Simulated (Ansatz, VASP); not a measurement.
## Nb: VASP beside Ansatz

```
Nb
1.0
     0.00000    2.16689    2.16689
     2.16689    0.00000    2.16689
     2.16689    2.16689    0.00000
Nb
1
Direct
  0.00000 0.00000 0.00000
```

Alike in both runs: task single point; functional PBEsol; k mesh 15 × 15 × 15; occupations fermi-dirac, width 0.1 eV; no spin polarisation.

|  | VASP | Ansatz |
| --- | --- | --- |
| version | VASP 6.6.1 | Ansatz 0.2.0 |
| potentials or method | VASP PAW PBE potentials, release 64 (Nb_sv) | plane waves (420 eV) with PAW, scalar-relativistic |
| plane-wave cutoff (eV) | 520 | 420 |
| valence electrons in the cell | 13 | 13 |

```csv
,VASP,Ansatz,Ansatz less VASP
pressure (GPa),-16.4,-16.2,+0.26
```

With one functional, cell and mesh, what is left measures potentials, basis and numerics. Ansatz warned: «pseudo_functional_mismatch».

Caveats: so large a pressure means that the cell lies far from this level's equilibrium, or that cutoff or potentials fall short (VASP); the potentials were made for another functional, which shifts forces and pressure (VASP).
